Q: I have five wavenumbers for vibrations of wurtzite AlN, some from an LDA calculation and some from Raman spectra. Which vibration does each belong to? My plan is to match each measured line to the nearest computed one.

ABINIT 10.8.3, LDA with PseudoDojo NC SR LDA v0.4.1 standard pseudopotentials, for wurtzite AlN with the cell relaxed at zero pressure; plane-wave cutoff 979.61 eV, 8 × 8 × 4 k-point mesh. Computed wavenumbers are harmonic zone-centre values without the long-range electric field. The table gives values for the computed lines only; the measured ones, from Raman spectra of bulk crystals at 300 K, are A at 669, C at 656.1 and D at 888.7 cm⁻¹. Candidates: 19, 4, 9, 13, 16.

```
row  computed wavenumber (cm⁻¹)
  A                         n/a
  B                       554.5
  C                         n/a
  D                         n/a
  E                       682.9
```

A: That plan will mislead you for two of the three measured lines, so start from symmetry. The cell has four atoms and therefore nine optical vibrations: one A1 and two B1, which are one-fold, and one E1 and two E2, which are two-fold. These are symmetry names and have no connection with the letters in the table. In A1 and E1 both Al atoms move one way and both N atoms the other, along the hexagonal axis in A1 and across it in E1, so the cell acquires an electric dipole. In B1 and E2 the two Al atoms move against each other, as do the two N atoms, and the dipoles cancel.

Q: Does the dipole help with the two computed lines, B and E?

A: It settles both. In the calculation's list of frequencies line B occurs once, which leaves A1 or B1; line E occurs twice, which leaves E1 or E2. The same calculation gives the infrared strength of each vibration, which is zero where the dipole cancels. It is zero for line B, while another one-fold vibration at 624.7 cm⁻¹ is strong, so that one is A1 and line B is a B1. Line E is infrared-active and is therefore E1. Both assignments are sure, and neither used a measured value.

Q: Then the measured lines A and C, at 669 and 656.1 cm⁻¹. The nearest computed value to each is 672.1 cm⁻¹.

A: Both lines come from bulk crystals at room temperature, where the position of one vibration repeats to within about 2 cm⁻¹. Lines 13 cm⁻¹ apart therefore belong to different vibrations. The computed 672.1 cm⁻¹ is two-fold and has no infrared strength, so it is an E2, the higher of the two. Just above it lies the E1 that we have identified as line E, at 682.9 cm⁻¹. These two are the natural partners for your pair, and what remains open is which goes with which.

Q: Could I take the pairing with the smaller total error?

A: The totals are equal, as they must be whenever both computed values lie above both measured ones. Squaring the errors would favour the kept order, but only because squaring rewards similar errors. If the computed order is kept, the calculation is too high by 16 cm⁻¹ for line C and 14 cm⁻¹ for line A. If the partners are swapped, the errors become 27 and 3 cm⁻¹, with the same sum. The first choice is more plausible because both vibrations stretch the same stiff Al–N bonds, and a calculation that makes those bonds slightly too stiff should raise both by similar amounts. I would therefore call line C E2(high) and line A E1, but on these values alone the pair stays ambiguous.

Q: What would settle it in the laboratory?

A: Polarised Raman scattering. With light sent in and collected along the hexagonal axis, E2 is allowed and the transverse E1 is forbidden. The line that survives in that geometry is E2(high), whatever any calculation says.

Q: Line D, at 888.7 cm⁻¹, lies about 150 cm⁻¹ above even the highest computed vibration. Is the calculation that far off?

A: No, the computed rows leave out a force. A vibration with a dipole comes in two forms. In the transverse one, TO, the atoms move across the direction in which the wave travels; in the longitudinal one, LO, they move along it. The longitudinal wave piles up charge in successive layers, and the resulting electric field pulls the atoms back. The computed rows omit this long-range field, so their A1 and E1 entries are TO values.

Q: Can the field be estimated?

A: Yes, in three steps. Let u be the displacement of Al relative to N, Z the effective charge that moves with the atoms in units of e, and V the cell volume, which holds two Al–N pairs. The polarisation is

P = 2 Z e u / V

In a longitudinal wave without free charge the electrons screen this by their dielectric constant ε∞, and the field is

F = −P / (ε₀ ε∞)

The field pushes each Al with a force Z e F and each N with the opposite force, so it opposes the displacement u just as the bonds do. Adding the two restoring forces and dividing by u and by the reduced mass μ gives the squared frequency

ω_LO² = ω_TO² + 2 Z² e² / (ε₀ ε∞ V μ)

Q: And with numbers for A1?

A: The same calculation gives Z = 2.67 and ε∞ = 4.57 along the axis. The volume is 4 × 10.15 = 40.6 Å³, the reduced mass is 27 × 14 / 41 = 9.22 u, and e²/ε₀ is 181 eV Å. The field term is then

2 × 2.67² × 181 / (4.57 × 40.6 × 9.22) = 1.51 eV/(Å² u)

Its square root, converted at 521.5 cm⁻¹ per unit, is about 641 cm⁻¹. Combined with the computed TO value it gives

ω_LO = √(624.7² + 641²) ≈ 895 cm⁻¹

The field thus holds the atoms about as firmly as the bonds do, which is why the LO line lies so far up.

Q: So line D is A1(LO)?

A: Probably, but not surely. The same formula with the charge and screening across the axis puts E1(LO) at 920 cm⁻¹. Line D misses the A1 estimate by 6 cm⁻¹ and the E1 estimate by 31 cm⁻¹. That favours A1, with one condition. The partners of lines A and C came out about 2 % too high. If the same excess were taken off both LO estimates, line D would fall between them. A1 stays ahead if the excess sits in the bonds and not in the field term. The geometry along the hexagonal axis would decide again, since it allows A1(LO) and forbids E1(LO).

Q: Then let me see the labels.

The rows with their labels:

```
row  computed wavenumber (cm⁻¹)  what it is  measured wavenumber (cm⁻¹)                                 label in the paper, method, sample  temperature of the measurement (K)                         source
  1                       241.5      2-fold                         n/a                                                                n/a                                 n/a                            n/a
  2                         n/a         n/a                       247.6                                 E2(low); micro-Raman; bulk crystal                                 300            pmc:10004678 (2023)
  3                         n/a         n/a                         249                    E2(low), bond-bending E2^1; Raman; bulk crystal                                 300  arXiv:cond-mat/0301045 (2003)
  4                       554.5      1-fold                         n/a                                                                n/a                                 n/a                            n/a
  5                         n/a         n/a                         610                                        A1(TO); Raman; bulk crystal                                 300  arXiv:cond-mat/0301045 (2003)
  6                         n/a         n/a                       610.4                                  A1(TO); micro-Raman; bulk crystal                                 300            pmc:10004678 (2023)
  7                       624.7      1-fold                         n/a                                                                n/a                                 n/a                            n/a
  8                         n/a         n/a                       649.1                                        E2(high); micro-Raman; film                                 n/a             pmc:9693301 (2022)
  9                         n/a         n/a                       656.1                                E2(high); micro-Raman; bulk crystal                                 300            pmc:10004678 (2023)
 10                         n/a         n/a                         657                                E2(high), E2^2; Raman; bulk crystal                                 300  arXiv:cond-mat/0301045 (2003)
 11                         n/a         n/a                       657.4  E2(high) at 80 K; temperature-dependent micro-Raman; bulk crystal                                  80            pmc:10004678 (2023)
 12                         n/a         n/a                       657.5  E2(high) at 80 K; temperature-dependent micro-Raman; bulk crystal                                  80            pmc:10004678 (2023)
 13                         n/a         n/a                         669                                        E1(TO); Raman; bulk crystal                                 300  arXiv:cond-mat/0301045 (2003)
 14                         n/a         n/a                       669.1                                  E1(TO); micro-Raman; bulk crystal                                 300            pmc:10004678 (2023)
 15                       672.1      2-fold                         n/a                                                                n/a                                 n/a                            n/a
 16                       682.9      2-fold                         n/a                                                                n/a                                 n/a                            n/a
 17                       735.9      1-fold                         n/a                                                                n/a                                 n/a                            n/a
 18                         n/a         n/a                       883.7                                    quasi A1(LO); micro-Raman; film                                 n/a             pmc:9693301 (2022)
 19                         n/a         n/a                       888.7                                  A1(LO); micro-Raman; bulk crystal                                 300            pmc:10004678 (2023)
 20                         n/a         n/a                         890                                        A1(LO); Raman; bulk crystal                                 300  arXiv:cond-mat/0301045 (2003)
 21                         n/a         n/a                         910                                        E1(LO); Raman; bulk crystal                                 300  arXiv:cond-mat/0301045 (2003)
 22                         n/a         n/a                       911.2                                  E1(LO); micro-Raman; bulk crystal                                 300            pmc:10004678 (2023)
```

A: The rows are numbered in order of size, so line B is row 4, C is row 9, A is row 13, E is row 16 and D is row 19. The papers name row 9 E2(high), row 13 E1(TO) and row 19 A1(LO), as we argued. The measured values and labels were read out of the papers by a program, and a few in a hundred may be wrong, but here the two papers on bulk crystals agree on all three. Rows 4 and 16 keep the names that degeneracy and infrared strength gave them: B1 and E1(TO).

Q: How far can I trust the field formula? You took everything from the calculation.

A: When the calculation itself includes the long-range field it returns the same two LO values, but that only confirms the arithmetic, since the ingredients are shared. A fairer test starts from the measured TO lines and borrows only the field term. It gives 885 cm⁻¹ for A1(LO), where bulk crystals show about 889, and 910 cm⁻¹ for E1(LO), where they show 910 to 911. The formula has no adjustable constant, so no row was used to tune it; the printed output below lists these comparisons. It is this simple because AlN has a single polar vibration of each kind; where there are several, the field mixes them.

Q: What should I expect in a related crystal?

A: Take the limits. If the charge Z goes to zero, as in silicon, the field disappears and LO and TO coincide. If the electrons screen perfectly, with ε∞ very large, the same happens. If the bonds offered no resistance at all, the LO vibration would still have the full frequency of the field term. Strongly charged light atoms, packed densely and weakly screened, therefore give a wide gap between LO and TO, and heavy atoms with a small effective charge in an easily polarised crystal give a narrow one.

Q: Back to the errors. If the stiff vibrations all come out too high, may I scale the whole computed spectrum down?

A: Only the stiff vibrations that have measured partners, and before the field is added, since the field term is already about right. The two B1 vibrations are silent in Raman spectra, so nothing here says how to scale them. Against bulk crystals at room temperature A1(TO), E2(high) and E1(TO) are too high by 2 to 2.5 %, but E2(low) is too low by 2.5 to 3 %. A common factor that repairs the first three makes the fourth worse.

Q: Why do they differ in sign?

A: The likely reason for the high values is the cell. It was relaxed within LDA, which tends to make bonds too short. Shorter bonds are stiffer, so vibrations that stretch them rise. E2(low) mainly bends bonds and is expected to gain little from compression. That would explain why it escapes the upward shift, but not why it ends up too low. A calculation at the measured cell would test this; until then it is an argument and not a result. The cutoff and k-point mesh are finite too, and their share in the errors was not tested here. The computed values are also harmonic, while the measured ones include thermal and zero-point motion, which is expected to lower stretching vibrations. Cooling to 80 K raises E2(high) by only 1.3 cm⁻¹, so the thermal part is small; the zero-point part is not known from these data.

Q: So for a wafer on my Raman stage, what do I do with a computed list?

A: Sort the computed vibrations by symmetry and infrared strength first, use the field to add a longitudinal partner to each polar one, and only then compare positions. Take the reference position for E2(high) from a bulk crystal and not from the calculation. Its 16 cm⁻¹ offset would otherwise be read as strain in your wafer.

Output of the analysis:

```
Computed one-fold rows: 3
Computed two-fold rows: 3
Infrared strength of row 7 over one component of row 16: 1.133
Row 4 less measured A1(TO) of row 6, rival assignment, 1/cm: -55.9
Row 7 less measured A1(TO) of row 6, 1/cm: 14.3
Row 15 less measured 669 of row 13, nearest value, 1/cm: 3.1
Row 16 less measured 669 of row 13, order kept, 1/cm: 13.9
Row 15 less measured 656.1 of row 9, order kept, 1/cm: 16
Row 16 less measured 656.1 of row 9, order swapped, 1/cm: 26.8
Computed gap from row 15 to row 16, 1/cm: 10.8
Measured gap from row 9 to row 13, 1/cm: 12.9
Difference of the two papers for bulk E2(high), 1/cm: 0.9
E2(low) error against row 2, 1/cm: -6.1
E2(low) error against row 2, percent: -2.464
A1(TO) error against row 6, percent: 2.343
E2(high) error against row 9, percent: 2.439
E1(TO) error against row 14, percent: 2.062
Measured 888.7 of row 19 less highest computed row, 1/cm: 152.8
Estimated A1(LO) from computed TO and field term, 1/cm: 895
Estimated E1(LO) from computed TO and field term, 1/cm: 920.1
Estimated A1(LO) less measured 888.7 of row 19, 1/cm: 6.288
Estimated E1(LO) less measured 888.7 of row 19, rival assignment, 1/cm: 31.39
Estimated E1(LO) less measured E1(LO) of row 22, 1/cm: 8.885
A1(LO) from measured TO of row 6 and field term, 1/cm: 885.1
E1(LO) from measured TO of row 14 and field term, 1/cm: 909.9
A1 LO-TO splitting of the run, 1/cm: 270.3
A1 LO-TO splitting measured, rows 19 and 6, 1/cm: 278.3
E1 LO-TO splitting of the run, 1/cm: 237.2
E1 LO-TO splitting measured, rows 22 and 14, 1/cm: 242.1
E2(high) bulk row 9 less film row 8, 1/cm: 7
A1(LO) bulk row 19 less film row 18, 1/cm: 5
E2(high) rise on cooling to 80 K, row 11 less row 9, 1/cm: 1.3
```
